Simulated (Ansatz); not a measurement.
Input, command and steps of an Ansatz relaxation.

```yaml
crystal:
  lattice:
    - [1.3702528991, -4.4798564279, 0.0]
    - [1.3702528991, 4.4798564279, 0.0]
    - [0.0, 0.0, 4.5535970012]
  atoms:
    - { symbol: Ga, position: [0.8775985374, 0.1224014626, 0.25] }
    - { symbol: Ga, position: [0.1224014626, 0.8775985374, 0.75] }
    - { symbol: H, position: [0.5, 0.5, 0.0] }
    - { symbol: H, position: [0.5, 0.5, 0.5] }
basis:
  ecutwfc: 420
kpoints:
  mp_grid: { grid: [14, 14, 8] }
hamiltonian:
  xc: pbe
scf:
  occupations: { method: gaussian, width: 0.1 }
output:
  forces: true
  stress: true
  eigenvalues: true
  write_density: true
  write_potential: true
  elf: true
  volumetric_format: npy
relax:
  adjacent_minimum: "off"
  f_tol: 0.025
  max_steps: 70
  cell: { stress_tol: 0.12 }
```

```bash
ansatz run input.yaml --threads 2 --pin off --max-ram 5120MiB --backend cpu --events-out ev --progress --plain --runs-dir out
```

Level of theory: Ansatz 0.2.0, DFT PBE, scalar-relativistic, plane waves, PAW.

Of 6 frames 6 are shown, positions in Å and forces in eV/Å; the SCF threshold varies from step to step. Steps run on the plane waves of an earlier cell, with a Pulay correction in the pressure. The basis is chosen afresh for the last frame, the zero of the energies, and can be on the way; energy and pressure step there, also at an unchanged geometry.

```xyz
4
Lattice="1.3703 -4.4799 0.0000 1.3703 4.4799 0.0000 0.0000 0.0000 4.5536" Properties=species:S:1:pos:R:3:forces:R:3 pbc="T T T" step=1 free_energy_over_end_meV_per_atom=1.67 pressure_GPa=0.01
Ga    1.3703   -3.3832    1.1384    0.0000    0.0260    0.0000
Ga    1.3703    3.3832    3.4152    0.0000   -0.0260    0.0000
H     1.3703    0.0000    0.0000    0.0000    0.0000    0.0000
H     1.3703    0.0000    2.2768    0.0000    0.0000    0.0000
4
Lattice="1.3789 -4.4220 0.0000 1.3789 4.4220 0.0000 0.0000 0.0000 4.4965" Properties=species:S:1:pos:R:3:forces:R:3 pbc="T T T" step=2 free_energy_over_end_meV_per_atom=0.42 pressure_GPa=-0.34
Ga    1.3789   -3.3091    1.1241    0.0000   -0.0570    0.0000
Ga    1.3789    3.3091    3.3724    0.0000    0.0570    0.0000
H     1.3789    0.0000    0.0000    0.0000    0.0000    0.0000
H     1.3789    0.0000    2.2483    0.0000    0.0000    0.0000
4
Lattice="1.3878 -4.3568 0.0000 1.3878 4.3568 0.0000 0.0000 0.0000 4.4752" Properties=species:S:1:pos:R:3:forces:R:3 pbc="T T T" step=3 free_energy_over_end_meV_per_atom=-0.12 pressure_GPa=-0.24
Ga    1.3878   -3.2600    1.1188    0.0000   -0.0140    0.0000
Ga    1.3878    3.2600    3.3564    0.0000    0.0140    0.0000
H     1.3878    0.0000    0.0000    0.0000    0.0000    0.0000
H     1.3878    0.0000    2.2376    0.0000    0.0000    0.0000
4
Lattice="1.3830 -4.3572 0.0000 1.3830 4.3572 0.0000 0.0000 0.0000 4.4799" Properties=species:S:1:pos:R:3:forces:R:3 pbc="T T T" step=4 free_energy_over_end_meV_per_atom=-0.25 pressure_GPa=-0.10
Ga    1.3830   -3.2602    1.1200    0.0000   -0.0060    0.0000
Ga    1.3830    3.2602    3.3600    0.0000    0.0060    0.0000
H     1.3830    0.0000    0.0000    0.0000    0.0000    0.0000
H     1.3830    0.0000    2.2400    0.0000    0.0000    0.0000
4
Lattice="1.3812 -4.3456 0.0000 1.3812 4.3456 0.0000 0.0000 0.0000 4.4816" Properties=species:S:1:pos:R:3:forces:R:3 pbc="T T T" step=5 free_energy_over_end_meV_per_atom=-0.29 pressure_GPa=0.00
Ga    1.3812   -3.2502    1.1204    0.0000    0.0020    0.0000
Ga    1.3812    3.2502    3.3612    0.0000   -0.0020    0.0000
H     1.3812    0.0000    0.0000    0.0000    0.0000    0.0000
H     1.3812    0.0000    2.2408    0.0000    0.0000    0.0000
4
Lattice="1.3812 -4.3456 0.0000 1.3812 4.3456 0.0000 0.0000 0.0000 4.4816" Properties=species:S:1:pos:R:3:forces:R:3 pbc="T T T" step=6 free_energy_over_end_meV_per_atom=0.00 pressure_GPa=0.00
Ga    1.3812   -3.2502    1.1204    0.0000    0.0030    0.0000
Ga    1.3812    3.2502    3.3612    0.0000   -0.0030    0.0000
H     1.3812    0.0000    0.0000    0.0000    0.0000    0.0000
H     1.3812    0.0000    2.2408    0.0000    0.0000    0.0000
```

The run took 22 s on 2 threads of Intel(R) Xeon(R) 6975P-C (Granite Rapids), with other jobs on the host, peak memory 0.62 GiB.

The cell holds layers, and where no dispersion correction was added their binding is poorly described.